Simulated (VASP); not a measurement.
# GaSb (F-43m) in VASP: notebook, part 2 of 2

VASP 6.6.1. The steps go on from the part before.

### 3 Relaxation of the atoms, PBE (a relaxed cell with its volume scaled by 0.94)

Contents of INCAR:

```
  PREC = Accurate
  ENCUT = 600
  EDIFF = 1E-7
  ISMEAR = 0
  SIGMA = 0.03
  LREAL = False
  LASPH = True
  NELM = 80
  ALGO = Fast
  ISIF = 2
  LWAVE = False
  LCHARG = False
  GGA = PE
  IBRION = 2
  NSW = 40
  EDIFFG = -0.01
```

Contents of KPOINTS:

```
Automatic mesh
0
Gamma
  10 10 10
```

Contents of POSCAR:

```
GaSb                                    
1.0
    0.0000000000      3.0449744968      3.0449744968
    3.0449744968      0.0000000000      3.0449744968
    3.0449744968      3.0449744968      0.0000000000
  Ga              Sb            
     1     1
Direct
     0.0000000000000000    0.0000000000000000    0.0000000000000000
     0.2500000000000000    0.2500000000000000    0.2500000000000000
```

Potentials or basis: VASP PAW PBE potentials, release 64 (Ga_d, Sb).

Launch:

```console
$ cat potpaw_PBE.64/Ga_d/POTCAR potpaw_PBE.64/Sb/POTCAR > POTCAR
$ mpirun -np 1 vasp_std > vasp.out
```

OUTCAR:

```text
PREC = Accurate
   ENCUT = 600
   EDIFF = 1E-7
   ISMEAR = 0
   LREAL = False
   LASPH = True
   NELM = 80
   ISIF = 2
   GGA = PE
   IBRION = 2
   NSW = 40
   EDIFFG = -0.01

 ion  position               nearest neighbor table
   1  0.000  0.000  0.000-   2 2.64   2 2.64   2 2.64   2 2.64
   2  0.250  0.250  0.250-   1 2.64   1 2.64   1 2.64   1 2.64

  LATTYP: Found a face centered cubic cell.
 ALAT       =     6.0899489936

  Lattice vectors:

 A1 = (   0.0000000000,   3.0449744968,   3.0449744968)
 A2 = (   3.0449744968,   0.0000000000,   3.0449744968)
 A3 = (   3.0449744968,   3.0449744968,   0.0000000000)

Analysis of symmetry for initial positions (statically):
=====================================================================
 Subroutine PRICEL returns:
 Original cell was already a primitive cell.

 Routine SETGRP: Setting up the symmetry group for a
 face centered cubic supercell.

 Subroutine GETGRP returns: Found 24 space group operations
 (whereof 24 operations were pure point group operations)
[... 181 lines left out ...]
      5      -9.9992      2.00000
      6      -6.5615      2.00000
      7       5.0117      1.99917
      8       5.0117      1.99917
      9       5.0117      1.99917
     10       5.1467      0.00250
     11       7.7837      0.00000
     12       7.7837      0.00000
     13       7.7837      0.00000
[... 354 lines left out ...]
  band No.  band energies     occupation
      1     -10.0888      2.00000
      2     -10.0316      2.00000
      3     -10.0311      2.00000
      4     -10.0081      2.00000
      5      -9.9961      2.00000
      6      -4.9226      2.00000
      7      -0.6083      2.00000
      8       2.4691      2.00000
      9       2.7876      2.00000
     10       6.2388      0.00000
     11       7.3055      0.00000
     12      11.2538      0.00000
     13      11.7598      0.00000

 [... further k-points ...]

------------------------ aborting loop because EDIFF is reached ----------------------------------------

  FORCE on cell =-STRESS in cart. coord.  units (eV):
  Direction    XX          YY          ZZ          XY          YZ          ZX
  --------------------------------------------------------------------------------------
  -------------------------------------------------------------------------------------
  Total        1.1142581      1.1142581      1.1142581     -0.0000000     -0.0000000     -0.0000000
  in kB       31.6166188     31.6166188     31.6166188     -0.0000000     -0.0000000     -0.0000000
  external PRESSURE =      31.6166188 kB  Pullay stress =       0.0000000 kB

 VOLUME and BASIS-vectors are now :
 -----------------------------------------------------------------------------
  energy-cutoff  :      600.00
  volume of cell :       56.47
      direct lattice vectors                 reciprocal lattice vectors
     0.000000000  3.044974497  3.044974497    -0.164204988  0.164204988  0.164204988
     3.044974497  0.000000000  3.044974497     0.164204988 -0.164204988  0.164204988
     3.044974497  3.044974497  0.000000000     0.164204988  0.164204988 -0.164204988

 POSITION                                       TOTAL-FORCE (eV/Angst)
 -----------------------------------------------------------------------------------
      0.00000      0.00000      0.00000         0.000000      0.000000      0.000000
      1.52249      1.52249      1.52249        -0.000000     -0.000000     -0.000000
 -----------------------------------------------------------------------------------
    total drift:                                0.000001      0.000001      0.000001

  FREE ENERGIE OF THE ION-ELECTRON SYSTEM (eV)
  ---------------------------------------------------
  free  energy   TOTEN  =        -7.3374535407 eV

  energy  without entropy=       -7.3374531741  energy(sigma->0) =       -7.33745336

 reached required accuracy - stopping structural energy minimisation
```

OSZICAR:

```text
N       E                     dE             d eps       ncg     rms          rms(c)
DAV:   1     0.839569841256E+02    0.83957E+02   -0.95107E+03  1222   0.191E+03
DAV:   2    -0.107787993325E+01   -0.85035E+02   -0.82571E+02  1337   0.338E+02
DAV:   3    -0.728089836397E+01   -0.62030E+01   -0.60931E+01  1522   0.770E+01
DAV:   4    -0.739121364791E+01   -0.11032E+00   -0.11028E+00  1405   0.114E+01
DAV:   5    -0.739405616351E+01   -0.28425E-02   -0.28425E-02  1486   0.163E+00    0.325E+00
RMM:   6    -0.734950920920E+01    0.44547E-01   -0.64311E-02  1343   0.313E+00    0.195E+00
RMM:   7    -0.733582290568E+01    0.13686E-01   -0.52257E-02  1245   0.199E+00    0.281E-01
RMM:   8    -0.733689105011E+01   -0.10681E-02   -0.11816E-02  1395   0.109E+00    0.831E-02
RMM:   9    -0.733739885604E+01   -0.50781E-03   -0.20471E-03  1330   0.479E-01    0.247E-02
RMM:  10    -0.733741010530E+01   -0.11249E-04   -0.41530E-04  1517   0.226E-01    0.255E-02
RMM:  11    -0.733745162358E+01   -0.41518E-04   -0.12965E-04  1360   0.115E-01    0.651E-03
RMM:  12    -0.733745273043E+01   -0.11068E-05   -0.27059E-05  1625   0.532E-02    0.219E-03
RMM:  13    -0.733745342389E+01   -0.69346E-06   -0.39776E-06  1558   0.228E-02    0.656E-04
RMM:  14    -0.733745354617E+01   -0.12228E-06   -0.98854E-07  1325   0.116E-02    0.675E-04
RMM:  15    -0.733745354071E+01    0.54529E-08   -0.19417E-07   855   0.601E-03
   1 F= -.73374535E+01 E0= -.73374534E+01  d E =-.733745E+01
```

CONTCAR:

```text
GaSb
   1.00000000000000
     0.0000000000000000    3.0449744968000001    3.0449744968000001
     3.0449744968000001    0.0000000000000000    3.0449744968000001
     3.0449744968000001    3.0449744968000001    0.0000000000000000
  Ga              Sb
     1     1
Direct
     0.0000000000000000    0.0000000000000000    0.0000000000000000
     0.2500000000000000    0.2500000000000000    0.2500000000000000

  0.00000000E+00  0.00000000E+00  0.00000000E+00
  0.00000000E+00  0.00000000E+00  0.00000000E+00
```

Run time: 19 s. Hardware: 1 thread of Intel Xeon 6975P-C (Granite Rapids), shared host; peak memory 0.23 GiB.

What came out:

```yaml
Free_energy: -7.3375 eV
Pressure_after_relaxing: 3.2 GPa
Band_gap_on_the_k_mesh: 0.13 eV, direct
```

Final structure:
```
CELL_PARAMETERS angstrom
0.00000 3.04497 3.04497
3.04497 0.00000 3.04497
3.04497 3.04497 0.00000
ATOMIC_POSITIONS crystal
Ga 0.00000 0.00000 0.00000
Sb 0.25000 0.25000 0.25000
```

Caveat: the relaxation stopped at its first step, so nothing moved; spin-orbit coupling is left out, which moves the levels of the heavy elements. A k mesh can miss the band edges.

### 4 Relaxation of the atoms, PBE (a relaxed cell with its volume scaled by 0.96)

INCAR is that of step 3.

KPOINTS is that of step 3.

Contents of POSCAR:

```
GaSb                                    
1.0
    0.0000000000      3.0664186857      3.0664186857
    3.0664186857      0.0000000000      3.0664186857
    3.0664186857      3.0664186857      0.0000000000
  Ga              Sb            
     1     1
Direct
     0.0000000000000000    0.0000000000000000    0.0000000000000000
     0.2500000000000000    0.2500000000000000    0.2500000000000000
```

Launch:

```console
$ cat potpaw_PBE.64/Ga_d/POTCAR potpaw_PBE.64/Sb/POTCAR > POTCAR
$ mpirun -np 1 vasp_std > vasp.out
```

Run time: 19 s. Hardware: 1 thread of Intel Xeon 6975P-C (Granite Rapids), shared host; peak memory 0.23 GiB.

It converged, with:

| Property | Result |
| --- | --- |
| Free energy | -7.3568 eV |
| Pressure after relaxing | 2.0 GPa |
| Band gap on the k mesh | none (metal or under the smearing width) |

Final structure:
```xyz
2
Lattice="0.0000 3.0664 3.0664 3.0664 0.0000 3.0664 3.0664 3.0664 0.0000" Properties=species:S:1:pos:R:3 pbc="T T T"
Ga    0.0000    0.0000    0.0000
Sb    1.5332    1.5332    1.5332
```

Levels at points of the mesh, in eV from the Fermi level:
```csv
k point,band 7,band 8,band 9,band 10,band 11,band 12
"(0.00, 0.00, 0.00)",-0.03,-0.01,-0.01,-0.01,2.77,2.77
"(0.50, 0.00, 0.00)",-6.34,-1.15,-1.15,0.38,3.74,3.74
"(0.50, 0.50, 0.00)",-6.79,-2.56,-2.56,0.90,1.26,8.63
```

Caveat: the relaxation stopped at its first step, so nothing moved.

### 5 Relaxation of the atoms, PBE (a relaxed cell with its volume scaled by 0.98)

INCAR is that of step 4.

KPOINTS is that of step 4.

Contents of POSCAR:

```
GaSb                                    
1.0
    0.0000000000      3.0875670691      3.0875670691
    3.0875670691      0.0000000000      3.0875670691
    3.0875670691      3.0875670691      0.0000000000
  Ga              Sb            
     1     1
Direct
     0.0000000000000000    0.0000000000000000    0.0000000000000000
     0.2500000000000000    0.2500000000000000    0.2500000000000000
```

Launch:

```console
$ cat potpaw_PBE.64/Ga_d/POTCAR potpaw_PBE.64/Sb/POTCAR > POTCAR
$ mpirun -np 1 vasp_std > vasp.out
```

It took 20 s on 1 thread of Intel Xeon 6975P-C (Granite Rapids), shared host; peak memory 0.23 GiB.

The run converged. Its results:

| Quantity | Value |
| --- | --- |
| Free energy | -7.3679 eV |
| Pressure after relaxing | 0.9 GPa |
| Band gap on the k mesh | none (metal or under the smearing width) |

Final structure:
```
Ga Sb
1.0
     0.00000    3.08757    3.08757
     3.08757    0.00000    3.08757
     3.08757    3.08757    0.00000
Ga Sb
1 1
Direct
  0.00000 0.00000 0.00000
  0.25000 0.25000 0.25000
```

Levels at points of the mesh, in eV from the Fermi level:
```csv
k point,band 6,band 7,band 8,band 9,band 10,band 11,band 12,band 13
"(0.00, 0.00, 0.00)",-11.29,-0.17,-0.01,-0.01,-0.01,2.77,2.77,2.77
"(0.50, 0.00, 0.00)",-9.74,-6.24,-1.12,-1.12,0.34,3.74,3.74,6.47
"(0.50, 0.50, 0.00)",-8.95,-6.70,-2.49,-2.49,0.92,1.30,8.49,8.52
```

Caveat: the relaxation stopped at its first step, so nothing moved.

### 6 The runs side by side

```tsv
task	cell	gap on the mesh (eV)	pressure (GPa)
relaxation of cell and atoms	relaxed	none	0.0
relaxation of the atoms	atoms relaxed from: a relaxed cell with its volume scaled by 0.94	0.13	3.2
relaxation of the atoms	atoms relaxed from: a relaxed cell with its volume scaled by 0.96	none	2.0
relaxation of the atoms	atoms relaxed from: a relaxed cell with its volume scaled by 0.98	none	0.9
```

Alike in all rows: level PBE; potentials or basis VASP PAW PBE potentials, release 64 (Ga_d, Sb); no spin polarisation; k mesh 10 × 10 × 10; cutoff (eV) 600; smearing gaussian 0.03 eV.

Caveats: the relaxation stopped at its first step, so nothing moved; this crystal is a semiconductor, whose small gap the functional closes, so the metal is an error of the method (some runs); spin-orbit coupling is left out, which moves the levels of the heavy elements (some runs).

Total energies depend on the potentials used, so only differences within one code and one set of settings carry meaning.
